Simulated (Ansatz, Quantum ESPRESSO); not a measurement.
**Equation of state of rock salt AlN**

How stiff is rock salt AlN under hydrostatic load? Each row scales the relaxed cell evenly and relaxes the atoms. The symmetry of the cell is held, so distortions that would lower it, which this phase may prefer, aren't tested. The phase is followed to these pressures whether or not it stays the stable one.

Calculated with Quantum ESPRESSO 7.5, PBEsol, PseudoDojo 0.4.1 norm-conserving potentials, cutoff 1170 eV, Fermi–Dirac smearing 0.02 eV, k-mesh 12×12×12, no spin polarisation, no spin-orbit coupling.

Reference cell, relaxed at zero pressure with PBEsol (Fm-3m): a = 2.8594 Å, b = 2.8594 Å, c = 2.8594 Å, α = 60.00°, β = 60.00°, γ = 60.00°.

```
atom       x       y       z
  Al  0.0000  0.0000  0.0000
   N  0.5000  0.5000  0.5000
```

```
V (Å³/atom)    V/V0  P (GPa)  E − E0 (meV/atom)
     7.7701  0.9400   18.428               27.1
     7.9354  0.9600   11.660               11.6
     8.1007  0.9800    5.535                2.8
     8.4314  1.0200   −5.034                2.6
     8.7620  1.0600  −13.693               22.2
```

V0 = 8.2661 Å³ an atom, where the residual pressure P0 is −0.012 GPa. **Question.** Fit the Birch–Murnaghan law and give the pressure and the energy at V = 8.5967 Å³ an atom, a row left out above.

With the Eulerian strain f = ½[(V0/V)^(2/3) − 1] and F = (P − P0)/[3f(1 + 2f)^(5/2)], the third-order law is the line F = B0 + (3/2) B0 (B′ − 4) f.

| f | F (GPa) |
| --- | --- |
| 0.02106 | 263.29 |
| 0.01380 | 263.45 |
| 0.00678 | 263.56 |
| −0.00656 | 263.88 |
| −0.01905 | 263.82 |

A straight line through the 5 rows: the means are 0.003206 for f and 263.6 for F, Σ(Δx)² = 0.001034 and ΣΔxΔy = −0.0149, so the slope is −0.0149/0.001034 = −14.401 and the intercept 263.6 − (−14.401)(0.003206) = 263.65.

Hence B0 = 263.6 GPa and B′ = 4 + (−14.4)/(1.5 × 263.6) = 3.96. For the withheld volume f = −0.01290, F = 263.83 GPa and P = −9.58 GPa. The run itself gives −9.58 GPa, so the estimate misses by 0.00 GPa, a rounding's worth.

Integrating the same law gives E − E0 = (9/2) B0 V0 f²[1 + (B′ − 4) f] + P0(V0 − V), with 1 GPa Å³ = 6.2415 meV: 10.2 meV an atom. The run itself gives 10.2 meV, so the estimate misses by 0.0 meV, a rounding's worth.

The same fit over all rows at other levels or in other programs gives B0 = 276 GPa with r2SCAN (Ansatz), 262 GPa with PBEsol (Quantum ESPRESSO, GBRV) and 276 GPa with LDA (Quantum ESPRESSO, GBRV).

[Logs are printed without paths, hosts, clocks, repeated set-up lines and the standing remarks that a program may print on its own settings, such as how far it seeks lower states.]
